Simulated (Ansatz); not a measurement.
A run of Ansatz 0.2.0:

File input.yaml:

```yaml
crystal:
  lattice:
    - [0.0, 2.2239077028, 2.2239077028]
    - [2.2239077028, 0.0, 2.2239077028]
    - [2.2239077028, 2.2239077028, 0.0]
  atoms:
    - { symbol: Mn, position: [0.0, 0.0, 0.0], spin: 4.0 }
    - { symbol: O, position: [0.5, 0.5, 0.5] }
hamiltonian:
  xc: pbe
  pseudopotentials: { kind: paw }
magnetization:
  spin_polarized: true
kpoints:
  mp_grid: { grid: [10, 10, 10] }
  band_path:
    path:
      - [[0.0, 0.0, 0.0], [0.5, 0.0, 0.5], [0.5, 0.25, 0.75], [0.375, 0.375, 0.75], [0.0, 0.0, 0.0], [0.5, 0.5, 0.5], [0.625, 0.25, 0.625], [0.5, 0.25, 0.75], [0.5, 0.5, 0.5], [0.375, 0.375, 0.75]]
      - [[0.625, 0.25, 0.625], [0.5, 0.0, 0.5]]
    npoints: 14
scf:
  occupations: { method: fermi_dirac, width: 0.05 }
  n_extra_bands: 6
output:
  forces: true
  stress: true
  eigenvalues: true
  fatbands: true
```

Potentials or basis: Ansatz PAW.

Run with:

```sh
$ ansatz run input.yaml --threads 2 --pin off --max-ram 5120MiB --backend cpu --events-out ev --progress --plain --runs-dir out
```

Hardware: 2 threads of Arm Neoverse V2 (shared host).

Q: Estimate the wall time of this run.

A: Wall time 3.1 s on 2 threads of Arm Neoverse V2, on a shared host, peak memory 0.29 GiB. Counts: scf iterations 12, plane waves 411, k points 47, bands 17.
